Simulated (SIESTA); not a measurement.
Runs of SIESTA 5.4.2 on PbO2. The structure is tetragonal, space group P4_2/mnm (No. 136). Conventional cell: a = 4.995 Å, b = 4.995 Å, c = 3.409 Å, α = 90.00°, β = 90.00°, γ = 90.00°. Pb (site symmetry mmm) has 6 O at 2.17 to 2.18 Å as nearest neighbours. Around O (site symmetry m2m) lie 3 Pb at 2.17 to 2.18 Å. The cell is a database's computed one.

```tsv
task	level	potentials or basis	cell	gap on the mesh (eV)	pressure (GPa)	largest force (eV/Å)
band structure	PBEsol	PseudoDojo 0.4 standard (PBEsol files), DZP (energy shift 0.003 Ry; two zetas on semicore shells)	as given	none	6.3	0.01
single point	PBEsol	PseudoDojo 0.4 standard (PBEsol files), DZP (energy shift 0.003 Ry; two zetas on semicore shells)	as given	none	6.3	0.01
band structure	PBE	PseudoDojo 0.4 standard (PBE files), DZP (energy shift 0.003 Ry; two zetas on semicore shells)	as given	none	11.5	0.04
single point	PBEsol	PseudoDojo 0.4 standard (PBEsol files), DZP (energy shift 0.003 Ry; two zetas on semicore shells)	atoms moved at random, drawn with an rms of 0.05 Å	none	6.6	1.16
band structure	LDA	PseudoDojo 0.4 standard (LDA files), DZP (energy shift 0.003 Ry; two zetas on semicore shells)	as given	none	1.4	(a)
```

Alike in all rows: no spin polarisation; k mesh 6 × 6 × 8; smearing fermi-dirac 0.05 eV; grid cutoff 800 Ry; energy shift 0.003 Ry.

**Question.** Estimate the missing entries.

**Answer.** (a) 0.05.

Caveats: the basis of atomic orbitals isn't converged, which shifts pressures, moduli and gaps; spin-orbit coupling is left out, which moves the levels of the heavy elements (some runs).

A k mesh can miss the band edges, and the runs leave out spin-orbit coupling on Pb.

A gap of «none» marks a metal or a gap under the smearing width.
